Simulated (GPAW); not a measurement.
# Rh (P6_3/mmc) in GPAW: equation of state

How stiff is Rh in PBEsol, and what volume does it want? The cell is scaled to several volumes.

Program: GPAW 26.7.0. These are calculated values, not measurements. Logs are shortened: lines on timing, memory, paths and dates and some standing lists are left out, and cuts for length are marked. The log counts tension as positive stress, the text compression.

## Step 1: The crystal as given

The structure is hexagonal, space group P6_3/mmc (No. 194). The conventional cell has a = 2.731 Å, b = 2.731 Å, c = 4.428 Å, α = 90.00°, β = 90.00°, γ = 120.00°. Rh (site symmetry -6m2) has 12 Rh at 2.72 to 2.73 Å as nearest neighbours.

This isn't the form of Rh at room conditions, which is fcc.

## Step 2: Equation of state, PBEsol

run.py reads:

```python
from ase import Atoms
from ase.eos import EquationOfState
from ase.io import Trajectory
from ase.units import GPa
from gpaw import GPAW, PW, setup_paths

setup_paths.insert(0, '.')

atoms = Atoms(['Rh', 'Rh'],
              cell=[[2.7309790422, 0.0, 0.0],
                    [-1.3654895211, 2.3650972278, 0.0],
                    [0.0, 0.0, 4.428489]],
              scaled_positions=[[0.3333333333, 0.6666666667, 0.25],
                                [0.6666666667, 0.3333333333, 0.75]],
              pbc=True)

traj = Trajectory('eos.traj', 'w')
volumes, energies = [], []
for x in [0.94, 0.96, 0.98, 1.0, 1.02, 1.04, 1.06]:
    a = atoms.copy()
    a.set_cell(atoms.cell * x**(1 / 3), scale_atoms=True)
    calc = GPAW(mode=PW(600),
                xc='PBEsol',
                kpts={'size': (11, 11, 6), 'gamma': True},
                occupations={'name': 'fermi-dirac', 'width': 0.05},
                nbands=28,
                convergence={'density': 1e-05, 'energy': 1e-05},
                maxiter=150,
                txt=f'eos-{x:.2f}.txt')
    a.calc = calc
    energies.append(a.get_potential_energy(force_consistent=True))
    volumes.append(a.get_volume())
    p = -a.get_stress()[:3].mean() / GPa
    calc.write(f'eos-{x:.2f}.gpw')
    traj.write(a)
    print(f'{x:.2f} {volumes[-1]:10.4f} A^3 {energies[-1]:14.6f} eV {p:9.3f} GPa', flush=True)

v0, e0, B = EquationOfState(volumes, energies, eos='birchmurnaghan').fit()
print(f'V0 = {v0:.4f} A^3, E0 = {e0:.6f} eV, B0 = {B / GPa:.2f} GPa')
```

Potentials or basis: PAW data sets generated in the run's folder for this functional, pw.

Run with:

```sh
$ gpaw-setup -f PBEsol Rh
$ OMP_NUM_THREADS=1 python run.py
```

Output:

```text
__  _  _
 | _ |_)|_||  |
 |__||  | ||/\| - 26.7.0

Input parameters:
  mode=PW(ecut=600.0),
  convergence={'density': 1e-05, 'energy': 1e-05},
  kpts=MonkhorstPack(size=(11, 11, 6), gamma=True),
  maxiter=150,
  nbands=28,
  occupations=Occupations(name='fermi-dirac', width=0.05),
  xc=XC(name='PBEsol')

Diagonalizing LCAO Hamiltonian
Converting LCAO to pw mode

          Rh

        Rh

Atoms  # Å, Bohr magnetons
|   | symbol |         x |        y |        z |    initial magnetic moments |
|---|--------|-----------|----------|----------|-----------------------------|
| 0 |     Rh | -0.000000 | 1.555422 | 1.092159 | ( 0.0000,  0.0000,  0.0000) |
| 1 |     Rh |  1.347035 | 0.777711 | 3.276478 | ( 0.0000,  0.0000,  0.0000) |

Unit cell  # Å
| periodic |         x |        y |        z |  lengths |     angles |
|----------|-----------|----------|----------|----------|------------|
|      yes |  2.694069 | 0.000000 | 0.000000 | 2.694069 |  90.000000 |
|      yes | -1.347035 | 2.333133 | 0.000000 | 2.694069 |  90.000000 |
|      yes |  0.000000 | 0.000000 | 4.368637 | 4.368637 | 120.000000 |

Number of symmetries: 12
Symmetry operations  # r_c * U_cc + t_c -> r_c
|    | kind |            matrix            |
|----|------|------------------------------|
|  0 |  σ   |  1, 1, 0,  0,-1, 0,  0, 0, 1 |
|  1 |  S6  |  1, 1, 0, -1, 0, 0,  0, 0,-1 |
|  2 |  E   |  1, 0, 0,  0, 1, 0,  0, 0, 1 |
|  3 |  C2  |  1, 0, 0, -1,-1, 0,  0, 0,-1 |
|  4 |  C2  |  0, 1, 0,  1, 0, 0,  0, 0,-1 |
|  5 |  C3  |  0, 1, 0, -1,-1, 0,  0, 0, 1 |
|  6 |  S6  |  0,-1, 0,  1, 1, 0,  0, 0,-1 |
|  7 |  σ   |  0,-1, 0, -1, 0, 0,  0, 0, 1 |
|  8 |  σ   | -1, 0, 0,  1, 1, 0,  0, 0, 1 |
|  9 |  i   | -1, 0, 0,  0,-1, 0,  0, 0,-1 |
| 10 |  C3  | -1,-1, 0,  1, 0, 0,  0, 0, 1 |
| 11 |  C2  | -1,-1, 0,  0, 1, 0,  0, 0,-1 |

BZ-sampling:
  Number of BZ points: 726
  Number of IBZ points: 84

  Monkhorst-Pack size: [11, 11, 6]
  Monkhorst-Pack shift: [0.0, 0.0, 0.08333333333333333]

K-points  # in reciprocal-cell coordinates
|     |                                coordinates |     weight |
|-----|--------------------------------------------|------------|
|   0 | (  0.00000000,   0.00000000,   0.00000000) | 0.00137741 |
|   1 | (  0.00000000,   0.00000000,   0.16666667) | 0.00275482 |
|   2 | (  0.00000000,   0.00000000,   0.33333333) | 0.00275482 |
|   3 | (  0.00000000,   0.00000000,   0.50000000) | 0.00137741 |
|   4 | (  0.09090909,   0.00000000,  -0.33333333) | 0.00826446 |
|   5 | (  0.09090909,   0.00000000,  -0.16666667) | 0.00826446 |
|   6 | (  0.09090909,   0.00000000,   0.00000000) | 0.00826446 |
|   7 | (  0.09090909,   0.00000000,   0.16666667) | 0.00826446 |
|   8 | (  0.09090909,   0.00000000,   0.33333333) | 0.00826446 |
|   9 | (  0.09090909,   0.00000000,   0.50000000) | 0.00826446 |
| ... |                                            |            |
|  83 | (  0.45454545,   0.45454545,   0.50000000) | 0.00826446 |

Plane wave coefficients: 954
Cutoff: 600.0 eV

Spin-components: 1 (collinear spins)
Bands:           28
Projectors:      12
Spin-degeneracy: 2
Datatype:        complex128

Parallelization:
  kpt:    1
  domain: 1
  band:   1

Density:
  Valence electrons: 30.0
  Components: 1
  Grid points: [16 16 25]
  Charge: 0.0  # |e|

Potential:
  Grid points: [16 16 25]

species:
  Rh:
    name:    Rhodium
    Z:       45.0
    valence: 15
    core:    30
    charge:  0.0  # [|e|]
    compensation charges:
      type: gauss
      rc: 0.38  # [Å]
      lmax: 2
    cutoffs:
      filter: 2.48  # [Å]
      core: 2.35  # [Å]
    projectors
    | kind |    occ | energy [eV] | rcut [Å] |
    |------|--------|-------------|----------|
    |   5s |  1.000 |      -4.322 |    1.270 |
    |   4p |  6.000 |     -50.387 |    1.381 |
    |   5p |  0.000 |      -0.797 |    1.381 |
    |   4d |  8.000 |      -5.955 |    1.244 |
    |    s |        |      22.889 |    1.270 |
    |    d |        |      21.257 |    1.244 |

    Using partial waves for Rh as LCAO basis

Reference energy: -260139.322892  # eV

eigensolver:
  PPCG
  Converge bands: occupied
  niter=2

density mixing:
  MSR1-Mixer
  Pratt-step length: 0.05
  Maximum mixing coefficient: 0.75
  Old densities: 10
  SVD Regularization: 0.005
  Good broyden scale: 1.0
  Trust region scale: 1.0
  Backstep threshold: 4.0
  History deletion threshold: 6.0
  Fourier metric: weight=20.0, sigma=0.015

occupation numbers:
  Fermi-Dirac:
    width: 0.0500  # eV

poisson solver:
  ecut: 4800.0  # eV

xc functional:
  name: PBEsol with 2 nearest neighbor stencil

convergence criteria:
- Maximum integral of absolute [dens]ity change: 1e-05 electrons / valence electron
- Maximum [total energy] change in last 3 cyles: 1e-05 eV / valence electron
- Maximum integral of absolute [eigenst]ate change: 4e-08 eV^2 / valence electron
maximum number of iterations: 150

SCF iterations
|iter     | |      energy | eigst |  dens |
|---------|-|-------------|-------|-------|
|iter:   1| |  -17.501897 | +0.14 |       |
|iter:   2| |  -17.226474 | -2.53 | -1.09 |
|iter:   3| |  -16.258285 | -1.80 | -1.14 |
|iter:   4| |  -16.247709 | -3.32 | -2.13 |
|iter:   5| |  -16.245002 | -3.35 | -2.48 |
|iter:   6| |  -16.245016 | -6.15 | -3.63 |
|iter:   7| |  -16.245020c| -6.37 | -3.88 |
|iter:   8| |  -16.245020c| -7.93c| -4.52 |
|iter:   9| |  -16.245020c| -7.53c| -4.87 |
|iter:  10| |  -16.245020c| -8.05c| -5.34c|

Converged in 10 steps
Energy contributions relative to reference atoms: (reference = -260139.322892)

Energy contributions:
  Kinetic:         -10.367084
  Coulomb:           5.208110
  Zero:             -0.149100
  External:          0.000000
  Xc:              -10.922897
  Entropy:          -0.028096
  Spinorbit:         0.000000
  ----------------------------
  Free energy:     -16.259068
  Extrapolated:    -16.245020

dipole moment: (0.000000, 0.000001, 0.000001)  # |e|*Ang

Fermi level: 11.805
Eigenvalues  # (at kpt = [0.000, 0.000, 0.000])
| band index |      eig [eV] | occ [0-2] |
|------------|---------------|-----------|
|          0 |       -35.341 |     2.000 |
|        ... |               |           |
|          7 |         5.579 |     2.000 |
|          8 |         8.672 |     2.000 |
|          9 |         8.761 |     2.000 |
|         10 |         8.761 |     2.000 |
|         11 |         9.283 |     2.000 |
|         12 |         9.283 |     2.000 |
[... 8 lines left out ...]
|         21 |        30.849 |     0.000 |
|         22 |        35.546 |     0.000 |
|        ... |               |           |
|         27 |        37.881 |     0.000 |

No gap
No difference between direct/indirect transitions

Stress tensor  # eV/Ang^3
|        x |        y |        z |
|----------|----------|----------|
| 0.005860 | 0.000000 | 0.000000 |
| 0.000000 | 0.005860 | 0.000000 |
| 0.000000 | 0.000000 | 0.012417 |

# Writing to eos-0.96.gpw (mode='')
```

Wall time 3.5 min (1 thread of Arm Neoverse V2, shared host); peak memory 0.33 GiB.

What came out:

```
Equilibrium volume                        : 13.67 Å³/atom
Bulk modulus at fixed shape and positions : 287 GPa
Pressure derivative of the bulk modulus   : 5.3
```

Energy against volume, from the lowest point:
| volume (Å³/atom) | energy (meV/atom) |
| --- | --- |
| 13.444 | 3.20 |
| 13.730 | 0.00 |
| 14.016 | 7.24 |
| 14.302 | 23.68 |
| 14.588 | 48.13 |
| 14.874 | 79.63 |
| 15.160 | 117.28 |

Caveat: the cell was scaled at fixed shape and fractional positions, which overstates the stiffness of a crystal with free parameters, most of all of layers and chains.
